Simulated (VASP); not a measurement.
# Rb (Fm-3m) in VASP: a series of runs

Runs on Rb. Level: LDA. Tasks: single point.

All numbers are computed with VASP 6.6.1; they aren't measurements. Logs are shortened: lines on timing, memory, paths and dates and some standing lists are left out, and cuts for length are marked.

**1. The crystal as given**

The structure is cubic, space group Fm-3m (No. 225). Conventional cell: a = 7.280 Å, b = 7.280 Å, c = 7.280 Å, α = 90.00°, β = 90.00°, γ = 90.00°.

This isn't the form of Rb at room conditions, which is bcc.

**2. Single point, LDA**

File INCAR:

```
SYSTEM = Rb
ALGO = Normal ; EDIFF = 1E-6
ENCUT = 520 ; GGA = CA
ISIF = 2 ; ISMEAR = 0
LASPH = .True. ; LCHARG = .False.
LREAL = .False. ; LWAVE = .False.
NBANDS = 10 ; NELM = 100
PREC = Accurate ; SIGMA = 0.15
```

File KPOINTS:

```
k-points
0
Gamma
  12 12 12
  0 0 0
```

File POSCAR:

```
Rb
1.0
    0.0000000000      3.6398846700      3.6398846700
    3.6398846700      0.0000000000      3.6398846700
    3.6398846700      3.6398846700      0.0000000000
Rb
1
Direct
    0.0000000000      0.0000000000      0.0000000000
```

Potentials or basis: VASP PAW LDA potentials, release 64 (Rb_sv).

The run is started by

```
cat potpaw_LDA.64/Rb_sv/POTCAR > POTCAR
mpirun -np 1 vasp_std > vasp.out
```

OUTCAR:

```text
SYSTEM = Rb
   EDIFF = 1E-6
   ENCUT = 520
   GGA = CA
   ISIF = 2
   ISMEAR = 0
   LASPH = .True.
   LREAL = .False.
   NELM = 100
   PREC = Accurate

 ion  position               nearest neighbor table
   1  0.000  0.000  0.000-

  LATTYP: Found a face centered cubic cell.
 ALAT       =     7.2797693400

  Lattice vectors:

 A1 = (   0.0000000000,   3.6398846700,   3.6398846700)
 A2 = (   3.6398846700,   0.0000000000,   3.6398846700)
 A3 = (   3.6398846700,   3.6398846700,   0.0000000000)

Analysis of symmetry for initial positions (statically):
=====================================================================
 Subroutine PRICEL returns:
 Original cell was already a primitive cell.

 Routine SETGRP: Setting up the symmetry group for a
 face centered cubic supercell.

 Subroutine GETGRP returns: Found 48 space group operations
 (whereof 48 operations were pure point group operations)
 out of a pool of 48 trial point group operations.

The static configuration has the point symmetry O_h .

Analysis of symmetry for dynamics (positions and initial velocities):
=====================================================================
 Subroutine PRICEL returns:
 Original cell was already a primitive cell.

 Routine SETGRP: Setting up the symmetry group for a
 face centered cubic supercell.

 Subroutine GETGRP returns: Found 48 space group operations
 (whereof 48 operations were pure point group operations)
 out of a pool of 48 trial point group operations.

The dynamic configuration has the point symmetry O_h .

 Subroutine INISYM returns: Found 48 space group operations
 (whereof 48 operations are pure point group operations),
 and found     1 'primitive' translations

----------------------------------------------------------------------------------------

                                     Primitive cell

  volume of cell :      96.4479

  direct lattice vectors                    reciprocal lattice vectors
     0.000000000  3.639884670  3.639884670    -0.137366990  0.137366990  0.137366990
     3.639884670  0.000000000  3.639884670     0.137366990 -0.137366990  0.137366990
     3.639884670  3.639884670  0.000000000     0.137366990  0.137366990 -0.137366990

  length of vectors
     5.147574266  5.147574266  5.147574266     0.237926605  0.237926605  0.237926605

  position of ions in fractional coordinates (direct lattice)
     0.000000000  0.000000000  0.000000000

  ion indices of the primitive-cell ions
   primitive index   ion index
                 1           1

[... 78 lines left out ...]
   ISYM   =      2    0-nonsym 1-usesym 2-fastsym
   POTIM  = 0.5000    time-step for ionic-motion
   TEBEG  =    0.0;   TEEND  =   0.0 temperature during run
   PSTRESS=    0.0 pullay stress
   NELECT =       9.0000    total number of electrons
   NUPDOWN=      -1.0000    fix difference up-down
   EMIN   =  10.00;   EMAX   =-10.00  energy-range for DOS
   EFERMI =   0.00;   METHOD = LEGACY
   ISMEAR =     0;   SIGMA  =   0.15  broadening in eV -4-tet -1-fermi 0-gaus
   EFERMI_NEDOS =   21; number of points for ismear=-14 and -15
   IALGO  =     38    algorithm
   IMIX   =      4    mixing-type and parameters
     AMIX     =   0.40;   BMIX     =  1.00
     AMIX_MAG =   1.60;   BMIX_MAG =  1.00
  volume/ion in A,a.u.               =      96.45       650.86
  Fermi-wavevector in a.u.,A,eV,Ry     =   0.742548  1.403213  7.501953  0.551378
  Thomas-Fermi vector in A             =   1.837453
   LORBIT       =      0    0 simple, 1 ext, 2 COOP (PROOUT), +10 PAW based schemes
   GGA     = CA    functional components
   LHFCALC =     F    Hartree Fock is set to
   AEXX    =    0.0000 exact exchange contribution
   IVDW    =     0    specifies the selected vdW correction
   LEPSILON=     F    determine dielectric tensor
   LRPA    =     F    only Hartree local field effects (RPA)
 non-spin polarized calculation
 Gauss-broadening in eV      SIGMA  =   0.15
  energy-cutoff  :      520.00
  volume of cell :       96.45
 maximum number of plane-waves:      2652
 NGX is ok and might be reduce to    40
   NGX = 19   NGY = 19   NGZ = 19

 number of electron       9.0000000 magnetization

 Free energy of the ion-electron system (eV)
  ---------------------------------------------------
  ext. energy  EPLUGINS =         0.00000000
  ---------------------------------------------------
  free energy    TOTEN  =        -1.03149947 eV

  energy without entropy =       -1.02127288  energy(sigma->0) =       -1.02638618

 E-fermi :  -0.3390     XC(G=0):  -5.5300

 val. band max:       -0.3746643871   @ k =  -0.4167   0.0833   0.0000
 cond. band min:      -0.2490828372   @ k =   0.5000   0.3333   0.0833
 fundamental gap:      0.1255815500
 Fermi energy:        -0.3390126697

 k-point     1 :       0.0000    0.0000    0.0000
  band No.  band energies     occupation
      1     -29.1545      2.00000
      2     -13.2609      2.00000
      3     -13.2609      2.00000
      4     -13.2609      2.00000
      5      -2.2331      2.00000
      6       3.1324      0.00000
      7       3.1324      0.00000
      8       3.1324      0.00000
      9       4.3795      0.00000
     10       4.3795      0.00000
[... 287 lines left out ...]
 k-point    24 :      -0.4167    0.1667    0.0000
  band No.  band energies     occupation
      1     -29.1514      2.00000
      2     -13.3326      2.00000
      3     -13.2862      2.00000
      4     -13.2749      2.00000
      5      -0.0286      0.00343
      6       0.5353      0.00000
      7       2.2816      0.00000
      8       3.1233      0.00000
      9       4.1836      0.00000
     10       4.9105      0.00000

 [... further k-points ...]

------------------------ aborting loop because EDIFF is reached ----------------------------------------

  FORCE on cell =-STRESS in cart. coord.  units (eV):
  Direction    XX          YY          ZZ          XY          YZ          ZX
  --------------------------------------------------------------------------------------
  -------------------------------------------------------------------------------------
  Total       -0.3062567     -0.3062567     -0.3062567     -0.0000000     -0.0000000      0.0000000
  in kB       -5.0874864     -5.0874864     -5.0874864     -0.0000000     -0.0000000      0.0000000
  external PRESSURE =      -5.0874864 kB  Pullay stress =       0.0000000 kB

 VOLUME and BASIS-vectors are now :
 -----------------------------------------------------------------------------
  energy-cutoff  :      520.00
  volume of cell :       96.45
      direct lattice vectors                 reciprocal lattice vectors
     0.000000000  3.639884670  3.639884670    -0.137366990  0.137366990  0.137366990
     3.639884670  0.000000000  3.639884670     0.137366990 -0.137366990  0.137366990
     3.639884670  3.639884670  0.000000000     0.137366990  0.137366990 -0.137366990

 POSITION                                       TOTAL-FORCE (eV/Angst)
 -----------------------------------------------------------------------------------
      0.00000      0.00000      0.00000         0.000000      0.000000     -0.000000
 -----------------------------------------------------------------------------------
    total drift:                               -0.000000     -0.000000     -0.000000

  FREE ENERGIE OF THE ION-ELECTRON SYSTEM (eV)
  ---------------------------------------------------
  free  energy   TOTEN  =        -1.0314994737 eV

  energy  without entropy=       -1.0212728831  energy(sigma->0) =       -1.02638618
```

OSZICAR:

```text
N       E                     dE             d eps       ncg     rms          rms(c)
DAV:   1     0.423415108596E+02    0.42342E+02   -0.31804E+03  1440   0.647E+02
DAV:   2     0.179736009534E+01   -0.40544E+02   -0.39618E+02  1610   0.124E+02
DAV:   3    -0.915652833484E+00   -0.27130E+01   -0.27066E+01  1978   0.321E+01
DAV:   4    -0.102989570576E+01   -0.11424E+00   -0.11401E+00  1980   0.547E+00
DAV:   5    -0.103174833054E+01   -0.18526E-02   -0.18525E-02  2018   0.634E-01    0.110E+00
DAV:   6    -0.103136621593E+01    0.38211E-03   -0.16868E-03  2046   0.233E-01    0.651E-01
DAV:   7    -0.103145013780E+01   -0.83922E-04   -0.23702E-03  2108   0.265E-01    0.429E-02
DAV:   8    -0.103149456883E+01   -0.44431E-04   -0.10203E-04  1718   0.797E-02    0.141E-02
DAV:   9    -0.103149939439E+01   -0.48256E-05   -0.72604E-06  2136   0.174E-02    0.492E-03
DAV:  10    -0.103149947373E+01   -0.79342E-07   -0.26760E-06  1740   0.866E-03
   1 F= -.10314995E+01 E0= -.10263862E+01  d E =-.102266E-01
```

stdout:

```text
POSCAR found type information on POSCAR Rb
 POSCAR found :  1 types and       1 ions
 scaLAPACK will be used
 LDA part: xc-table for (Slater(with rela. corr.)+CA(PZ))
 , standard interpolation
 POSCAR, INCAR and KPOINTS ok, starting setup
 FFT: planning ... GRIDC
 FFT: planning ... GRID_SOFT
 FFT: planning ... GRID
 WAVECAR not read
 entering main loop
```

Wall time 20 s (1 thread of Intel Xeon 6975P-C (Granite Rapids), shared host); peak memory 0.22 GiB.

What came out:

```yaml
Free_energy: -1.0315 eV
Pressure: -0.5 GPa
Band_gap_on_the_k_mesh: none (metal or under the smearing width)
```

**3. Single point, LDA**

File INCAR:

```
  PREC = Accurate
  ENCUT = 520
  EDIFF = 1E-6
  ISMEAR = 0
  SIGMA = 0.15
  LREAL = False
  LASPH = True
  NELM = 100
  ALGO = Fast
  ISIF = 2
  LWAVE = False
  LCHARG = False
  GGA = CA
  NBANDS = 10
```

File KPOINTS:

```
Automatic mesh
0
Gamma
  12 12 12
```

POSCAR is that of step 2.

Potentials or basis: VASP PAW LDA potentials, release 64 (Rb_sv).

The run is started by

```
cat potpaw_LDA.64/Rb_sv/POTCAR > POTCAR
mpirun -np 1 vasp_std > vasp.out
```

OUTCAR:

```text
PREC = Accurate
   ENCUT = 520
   EDIFF = 1E-6
   ISMEAR = 0
   LREAL = False
   LASPH = True
   NELM = 100
   ISIF = 2
   GGA = CA

 ion  position               nearest neighbor table
   1  0.000  0.000  0.000-

  LATTYP: Found a face centered cubic cell.
 ALAT       =     7.2797693400

  Lattice vectors:

 A1 = (   0.0000000000,   3.6398846700,   3.6398846700)
 A2 = (   3.6398846700,   0.0000000000,   3.6398846700)
 A3 = (   3.6398846700,   3.6398846700,   0.0000000000)

Analysis of symmetry for initial positions (statically):
=====================================================================
 Subroutine PRICEL returns:
 Original cell was already a primitive cell.

 Routine SETGRP: Setting up the symmetry group for a
 face centered cubic supercell.

 Subroutine GETGRP returns: Found 48 space group operations
 (whereof 48 operations were pure point group operations)
 out of a pool of 48 trial point group operations.

The static configuration has the point symmetry O_h .

Analysis of symmetry for dynamics (positions and initial velocities):
=====================================================================
 Subroutine PRICEL returns:
 Original cell was already a primitive cell.

 Routine SETGRP: Setting up the symmetry group for a
 face centered cubic supercell.

 Subroutine GETGRP returns: Found 48 space group operations
 (whereof 48 operations were pure point group operations)
 out of a pool of 48 trial point group operations.

The dynamic configuration has the point symmetry O_h .

 Subroutine INISYM returns: Found 48 space group operations
 (whereof 48 operations are pure point group operations),
 and found     1 'primitive' translations

----------------------------------------------------------------------------------------

                                     Primitive cell

  volume of cell :      96.4479

  direct lattice vectors                    reciprocal lattice vectors
[... 110 lines left out ...]
   GGA     = CA    functional components
   LHFCALC =     F    Hartree Fock is set to
   AEXX    =    0.0000 exact exchange contribution
   IVDW    =     0    specifies the selected vdW correction
   LEPSILON=     F    determine dielectric tensor
   LRPA    =     F    only Hartree local field effects (RPA)
 non-spin polarized calculation
 RMM-DIIS sequential band-by-band and
 Gauss-broadening in eV      SIGMA  =   0.15
  energy-cutoff  :      520.00
  volume of cell :       96.45
 maximum number of plane-waves:      2652
 NGX is ok and might be reduce to    40
   NGX = 19   NGY = 19   NGZ = 19

 number of electron       9.0000000 magnetization

 Free energy of the ion-electron system (eV)
  ---------------------------------------------------
  ext. energy  EPLUGINS =         0.00000000
  ---------------------------------------------------
  free energy    TOTEN  =        -1.03149933 eV

  energy without entropy =       -1.02127285  energy(sigma->0) =       -1.02638609

 E-fermi :  -0.3390     XC(G=0):  -5.5300

 val. band max:       -0.3746621148   @ k =  -0.4167   0.0833   0.0000
 cond. band min:      -0.2490971191   @ k =   0.5000   0.3333   0.0833
 fundamental gap:      0.1255649957
 Fermi energy:        -0.3390192941

 k-point     1 :       0.0000    0.0000    0.0000
  band No.  band energies     occupation
      1     -29.1544      2.00000
      2     -13.2607      2.00000
      3     -13.2607      2.00000
      4     -13.2607      2.00000
      5      -2.2331      2.00000
      6       3.1325      0.00000
      7       3.1325      0.00000
      8       3.1325      0.00000
      9       4.3795      0.00000
     10       4.3795      0.00000
[... 287 lines left out ...]
 k-point    24 :      -0.4167    0.1667    0.0000
  band No.  band energies     occupation
      1     -29.1512      2.00000
      2     -13.3324      2.00000
      3     -13.2860      2.00000
      4     -13.2747      2.00000
      5      -0.0286      0.00343
      6       0.5353      0.00000
      7       2.2816      0.00000
      8       3.1233      0.00000
      9       4.1836      0.00000
     10       4.9109      0.00000

 [... further k-points ...]

------------------------ aborting loop because EDIFF is reached ----------------------------------------

  FORCE on cell =-STRESS in cart. coord.  units (eV):
  Direction    XX          YY          ZZ          XY          YZ          ZX
  --------------------------------------------------------------------------------------
  -------------------------------------------------------------------------------------
  Total       -0.3073440     -0.3073440     -0.3073440     -0.0000000      0.0000000     -0.0000000
  in kB       -5.1055497     -5.1055497     -5.1055497     -0.0000000      0.0000000     -0.0000000
  external PRESSURE =      -5.1055497 kB  Pullay stress =       0.0000000 kB

 VOLUME and BASIS-vectors are now :
 -----------------------------------------------------------------------------
  energy-cutoff  :      520.00
  volume of cell :       96.45
      direct lattice vectors                 reciprocal lattice vectors
     0.000000000  3.639884670  3.639884670    -0.137366990  0.137366990  0.137366990
     3.639884670  0.000000000  3.639884670     0.137366990 -0.137366990  0.137366990
     3.639884670  3.639884670  0.000000000     0.137366990  0.137366990 -0.137366990

 POSITION                                       TOTAL-FORCE (eV/Angst)
 -----------------------------------------------------------------------------------
      0.00000      0.00000      0.00000         0.000000     -0.000000     -0.000000
 -----------------------------------------------------------------------------------
    total drift:                               -0.000000     -0.000000     -0.000000

  FREE ENERGIE OF THE ION-ELECTRON SYSTEM (eV)
  ---------------------------------------------------
  free  energy   TOTEN  =        -1.0314993262 eV

  energy  without entropy=       -1.0212728463  energy(sigma->0) =       -1.02638609
```

It took 29 s on 1 thread of Intel Xeon 6975P-C (Granite Rapids), shared host; peak memory 0.22 GiB.

Results:

* Free energy: -1.0315 eV
* Pressure: -0.5 GPa
* Band gap on the k mesh: none (metal or under the smearing width)

Levels at points of the mesh, in eV from the Fermi level:
| k point | band 3 | band 4 | band 5 | band 6 | band 7 | band 8 |
| --- | --- | --- | --- | --- | --- | --- |
| (0.00, 0.00, 0.00) | -12.92 | -12.92 | -1.89 | 3.47 | 3.47 | 3.47 |
| (0.50, 0.00, 0.00) | -12.93 | -12.93 | 0.11 | 0.70 | 3.29 | 3.29 |
| (0.50, 0.50, 0.00) | -12.95 | -12.95 | 0.67 | 1.38 | 1.83 | 4.31 |
